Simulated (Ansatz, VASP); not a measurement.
# Te (dimer Te chain): VASP beside Ansatz, part 2 of 2

One calculation is typed for both programs; each brings its own data sets. How far apart do they land? The structure shown is the start of the Ansatz relaxation below; VASP solves that cell, so the two are compared at the walk's first step.

VASP 6.6.1 and Ansatz 0.2.0.

So far. Step 4 (Comparison): The forces differ by 94 meV/Å r.m.s., which is 3.3 % of the r.m.s. force of 2.854 eV/Å (both taken over all components). Moments aren't recorded for both runs of this pair, so they may hold unlike magnetic states.

## (6) Ansatz: relaxation, RPBE

Level of this step: Ansatz beside VASP: Kohn-Sham DFT, plane waves, RPBE (Ansatz).

The two programs are compared at the cell with which this relaxation starts, whose forces are those of its first step.

The structure compared here is the start of the Ansatz relaxation; VASP solves that cell, so the two are compared at the walk's first step.

Input file input.yaml:

```yaml
crystal:
  lattice:
    - [7.5, 0.0, 0.0]
    - [0.0, 7.5, 0.0]
    - [0.0, 0.0, 5.244]
  atoms:
    - { symbol: Te, position: [0.5, 0.5, 0.0], spin: 0.3 }
    - { symbol: Te, position: [0.5, 0.5, 0.45], spin: 0.3 }
magnetization:
  spin_polarized: true
kpoints:
  mp_grid: { grid: [1, 1, 16] }
scf:
  occupations: { method: fermi_dirac, width: 0.05 }
hamiltonian:
  xc: rpbe
relax:
  cell: { fix: [a, b, alpha, beta, gamma] }
  max_steps: 60
```

Started as:

```bash
> ansatz run input.yaml --threads 4 --pin off --max-ram 8192MiB --backend cpu --events-out ev --progress --plain --runs-dir out
```

Numbers of over 12 decimals in the logs are rounded to 6 here.

The program printed:

```text
[...]
Crystal: 2 atoms, lattice volume = 294.975 Å³
Basis set: ecut = 420 eV, 5785 PW (Γ), exchange–correlation on 108×108×72 points (8 copies of the dense FFT grid, shifted against one another)
Bands: 21, of which v1, the nominal top of the filled ones, is band 16 counted from 1 (15 counted from 0)
Symmetry: 16 space group operations
[...]
0.000000       0.166520       0.000000
        0.000000       0.000000      -0.004170
  P = ⅓ Tr σ = 0.1096 GPa (1.096 kbar)
--- Relaxed structure (10 steps of the walk, 9 accepted, 1 SCFs on fresh bases) ---
[...]
cell:  # Å, volume = 317.3790 Å³
    - [7.5, 0.0, 0.0]
    - [0.0, 7.5, 0.0]
    - [0.0, 0.0, 5.642293]
  atoms:
    - { symbol: Te, position: [0.5, 0.5, -0.038864] }
    - { symbol: Te, position: [0.5, 0.5, 0.488864] }
[key lines of the parts left out:]
SCF converged after 8 iterations
Magnetization: -0.0000 μB (16.0000 up, 16.0000 down)
Free energy (F): -13976.710247 eV
Fermi energy:    -2.234759 eV
```

## (7) VASP: single point, RPBE, start cell

The same cell, functional, mesh and smearing now go to VASP, with its own data sets.

Input file INCAR:

```
SYSTEM = Te
PREC = Accurate
ENCUT = 400
EDIFF = 1E-06
NELM = 200
ISMEAR = -1
SIGMA = 0.05
LREAL = .FALSE.
ALGO = Normal
GGA = RP
NBANDS = 13
ISPIN = 2
MAGMOM = -0 -0
LORBIT = 11
LWAVE = .FALSE.
LCHARG = .FALSE.
ISIF = 2
LASPH = .TRUE.
GGA_COMPAT = .FALSE.
KPAR = 2
```

Input file POSCAR:

```
Te
1.0
    7.5000000000      0.0000000000      0.0000000000
    0.0000000000      7.5000000000      0.0000000000
    0.0000000000      0.0000000000      5.2440000000
Te
2
Direct
    0.5000000000      0.5000000000      0.0000000000
    0.5000000000      0.5000000000      0.4500000000
```

Input file KPOINTS:

```
Automatic mesh
0
Gamma
1 1 16
0 0 0
```

PAW data sets: Te (PBE family, release 64).

Started as:

```bash
> mpirun -np 2 vasp_std
```

The program printed:

```text
[banner, memory and clock lines left out]
running    2 mpi-ranks, on    1 nodes
[...]
|                                                                             |
|               ----> ADVICE to this user running VASP <----                  |
|                                                                             |
|     You enforced a specific xc type in the INCAR file but a different       |
|     [... a line on the potential file left out ...]
|     I HOPE YOU KNOW WHAT YOU ARE DOING!                                     |
|                                                                             |

 LDA part: xc-table for (Slater+PW92), standard interpolation
 POSCAR, INCAR and KPOINTS ok, starting setup
[...]
entering main loop
       N       E                     dE             d eps       ncg     rms          rms(c)
DAV:   1     0.637909140369E+02    0.63791E+02   -0.30080E+03   468   0.491E+02
DAV:   2     0.277544159133E+01   -0.61015E+02   -0.57166E+02   705   0.953E+01
DAV:   3    -0.369960731131E+01   -0.64750E+01   -0.64231E+01   593   0.359E+01
DAV:   4    -0.389730733236E+01   -0.19770E+00   -0.19749E+00   611   0.767E+00
[...]
DAV:  16    -0.385546982632E+01   -0.67325E-05   -0.38287E-07   549   0.284E-03    0.138E-03
DAV:  17    -0.385547206982E+01   -0.22435E-05   -0.19518E-07   503   0.191E-03    0.436E-04
DAV:  18    -0.385547228549E+01   -0.21567E-06   -0.28899E-08   522   0.850E-04
   1 F= -.38554723E+01 E0= -.38465470E+01  d E =-.178506E-01  mag=     0.0000
```

From OUTCAR (step 7):

```text
  Total        0.2927169      0.2927169     17.7760470      0.0000000     -0.0000000     -0.0000000
  in kB        1.5899123      1.5899123     96.5518420      0.0000000     -0.0000000     -0.0000000
  external PRESSURE =      33.2438888 kB  Pullay stress =       0.0000000 kB

 POSITION                                       TOTAL-FORCE (eV/Angst)
 -----------------------------------------------------------------------------------
      3.75000      3.75000      0.00000         0.000000      0.000000     -5.016114
      3.75000      3.75000      2.35980         0.000000     -0.000000      5.016114
 -----------------------------------------------------------------------------------
    total drift:                                0.000000     -0.000000     -0.000015

  FREE ENERGIE OF THE ION-ELECTRON SYSTEM (eV)
  ---------------------------------------------------
  free  energy   TOTEN  =        -3.8554722855 eV

  energy  without entropy=       -3.8376216652  energy(sigma->0) =       -3.84654698

 magnetization (x)
# of ion       s       p       d       tot
------------------------------------------
    1        0.000   0.000  -0.000   0.000
    2        0.000   0.000  -0.000   0.000
--------------------------------------------------
tot          0.000   0.000  -0.000   0.000

[... 2 parts as in an earlier step ...]

[... 1 further part left out ...]
[key lines of the parts left out:]
E-fermi :  -2.2655
```

## (8) Side by side

What differs besides the data sets and the points named for the pairs above, as far as they apply: the data sets hold 32 valence electrons in Ansatz (on its default PAW (the set named soft_2) files) and 12 in VASP; Ansatz makes its cores anew for this functional, VASP keeps those of its PBE data sets. Total energies have different zeros and are not compared.

Forces (eV/Å; atoms numbered as in POSCAR):

```tsv
atom	Ansatz x, y, z	VASP x, y, z
Te1	0.000, 0.000, -4.866	0.000, 0.000, -5.016
Te2	0.000, 0.000, 4.866	0.000, 0.000, 5.016
```

The forces differ by 87 meV/Å r.m.s., which is 3.0 % of the r.m.s. force of 2.896 eV/Å (both taken over all components). Moments aren't recorded for both runs of this pair, so they may hold unlike magnetic states.

## (9) Ansatz: relaxation, r2SCAN

The two programs are compared at the cell with which this relaxation starts, whose forces are those of its first step.

The structure compared here is the start of the Ansatz relaxation; VASP solves that cell, so the two are compared at the walk's first step.

Edit input.yaml of step 6 so:

```diff
@@ -15,3 +15,3 @@
 hamiltonian:
-  xc: rpbe
+  xc: r2scan
 relax:
```

Started as:

```bash
> ansatz run input.yaml --threads 4 --pin off --max-ram 8192MiB --backend cpu --events-out ev --progress --plain --runs-dir out
```

The program printed:

```text
[...]
Crystal: 2 atoms, lattice volume = 294.975 Å³
Basis set: ecut = 500 eV, 7483 PW (Γ), exchange–correlation on 240×240×160 points (64 copies of the dense FFT grid, shifted against one another)
Bands: 21, of which v1, the nominal top of the filled ones, is band 16 counted from 1 (15 counted from 0)
Symmetry: 16 space group operations
[...]
0.000000       0.140360       0.000000
        0.000000       0.000000      -0.006059
  P = ⅓ Tr σ = 0.0916 GPa (0.916 kbar)
--- Relaxed structure (4 steps of the walk, 4 accepted, 1 SCFs on fresh bases) ---
[...]
cell:  # Å, volume = 308.1409 Å³
    - [7.5, 0.0, 0.0]
    - [0.0, 7.5, 0.0]
    - [0.0, 0.0, 5.478060]
  atoms:
    - { symbol: Te, position: [0.5, 0.5, -0.025030] }
    - { symbol: Te, position: [0.5, 0.5, 0.475030] }
[key lines of the parts left out:]
SCF converged after 8 iterations
Magnetization: 0.0000 μB (16.0000 up, 16.0000 down)
Free energy (F): -13988.137847 eV
Fermi energy:    -2.342266 eV
```

## (10) VASP: single point, r2SCAN, start cell

The same cell, functional, mesh and smearing now go to VASP, with its own data sets.

Input file INCAR:

```
SYSTEM = Te
PREC = Accurate
ENCUT = 440
EDIFF = 1E-06
NELM = 200
ISMEAR = -1
SIGMA = 0.05
LREAL = .FALSE.
ALGO = Normal
METAGGA = R2SCAN
LASPH = .TRUE.
NBANDS = 13
ISPIN = 2
MAGMOM = -0 -0
LORBIT = 11
LWAVE = .FALSE.
LCHARG = .FALSE.
ISIF = 2
GGA_COMPAT = .FALSE.
LMIXTAU = .TRUE.
KPAR = 2
```

POSCAR is that of step 7.

KPOINTS is that of step 7.

Started as:

```bash
> mpirun -np 2 vasp_std
```

The program printed:

```text
[banner, memory and clock lines left out]
running    2 mpi-ranks, on    1 nodes
[...]
[... a notice as in an earlier step ...]

 LDA part: xc-table for (None), standard interpolation
 POSCAR, INCAR and KPOINTS ok, starting setup
[...]
entering main loop
       N       E                     dE             d eps       ncg     rms          rms(c)
DAV:   1     0.205827143749E+02    0.20583E+02   -0.32226E+03   468   0.535E+02
DAV:   2    -0.434555013584E+02   -0.64038E+02   -0.60907E+02   702   0.983E+01
DAV:   3    -0.503789982940E+02   -0.69235E+01   -0.68260E+01   603   0.374E+01
DAV:   4    -0.505680393818E+02   -0.18904E+00   -0.18876E+00   593   0.766E+00
[...]
DAV:  28    -0.486685752294E+02   -0.25099E-05   -0.12225E-06   473   0.997E-03    0.604E-03
DAV:  29    -0.486685774491E+02   -0.22198E-05   -0.74230E-07   472   0.777E-03    0.493E-03
DAV:  30    -0.486685778696E+02   -0.42045E-06   -0.24255E-07   472   0.519E-03
   1 F= -.48668578E+02 E0= -.48659728E+02  d E =-.176996E-01  mag=    -0.0000
```

From OUTCAR (step 10):

```text
  Total        0.2437087      0.2437087     16.2689739      0.0000000     -0.0000000      0.0000000
  in kB        1.3237210      1.3237210     88.3660691      0.0000000     -0.0000000      0.0000000
  external PRESSURE =      30.3378370 kB  Pullay stress =       0.0000000 kB

 POSITION                                       TOTAL-FORCE (eV/Angst)
 -----------------------------------------------------------------------------------
      3.75000      3.75000      0.00000         0.000000     -0.000000     -4.592803
      3.75000      3.75000      2.35980         0.000000      0.000000      4.592803
 -----------------------------------------------------------------------------------
    total drift:                               -0.000000      0.000000     -0.000004

  FREE ENERGIE OF THE ION-ELECTRON SYSTEM (eV)
  ---------------------------------------------------
  free  energy   TOTEN  =       -48.6685778696 eV

  energy  without entropy=      -48.6508782196  energy(sigma->0) =      -48.65972804

 magnetization (x)
# of ion       s       p       d       tot
------------------------------------------
    1       -0.000  -0.000  -0.000  -0.000
    2       -0.000  -0.000  -0.000  -0.000
--------------------------------------------------
tot         -0.000  -0.000  -0.000  -0.000

[... 1 part as in an earlier step ...]

[... 2 further parts left out ...]
[key lines of the parts left out:]
E-fermi :  -2.4939
```

## (11) Side by side

What differs besides the data sets and the points named for the pairs above, as far as they apply: VASP keeps PBE cores, Ansatz makes them for the functional; the data sets hold 32 valence electrons in Ansatz (on its default PAW (the set named soft_2) files) and 12 in VASP; the cutoff is 500 eV in Ansatz and 440 eV in VASP. Total energies have different zeros and are not compared.

Forces (eV/Å; atoms numbered as in POSCAR):

```tsv
atom	Ansatz x, y, z	VASP x, y, z
Te1	0.000, 0.000, -4.548	0.000, 0.000, -4.593
Te2	0.000, 0.000, 4.548	0.000, 0.000, 4.593
```

The forces differ by 26 meV/Å r.m.s., which is 1.0 % of the r.m.s. force of 2.652 eV/Å (both taken over all components). Moments aren't recorded for both runs of this pair, so they may hold unlike magnetic states.

## (12) What came out

* r.m.s. force difference (single point, PBE, start cell): 3.3 % of the r.m.s. force
* r.m.s. force difference (single point, RPBE, start cell): 3.0 % of the r.m.s. force
* r.m.s. force difference (single point, r2SCAN, start cell): 0.98 % of the r.m.s. force

**Reading.** The r.m.s. force difference is 3.3 % of the r.m.s. force (single point, PBE, start cell), beyond the 3 % picked in this series as the mark of a large difference. The data sets hold unlike numbers of valence electrons (32 in Ansatz and 12 in VASP), so part of the differences comes from the potentials. Single point, PBE, start cell, VASP with the data sets Te_sv_GW and a cutoff of 520 eV: r.m.s. force difference goes from 94 to 6.1 meV/Å. 4 further runs of this series are not shown here. Such differences can come from data sets, numerical settings and the points named under the comparisons, not from the functional's error against experiment.

[Lines on the potential files, build, host, timing and source positions are cut from VASP's logs without a mark.]

[Logs are printed without paths, hosts, clocks, repeated set-up lines and the standing remarks that a program may print on its own settings, such as how far it seeks lower states.]

[Hosts, paths, dates, database ids (printed as entryN), source tags and the programs' standing remarks are cut or masked in the printed files.]
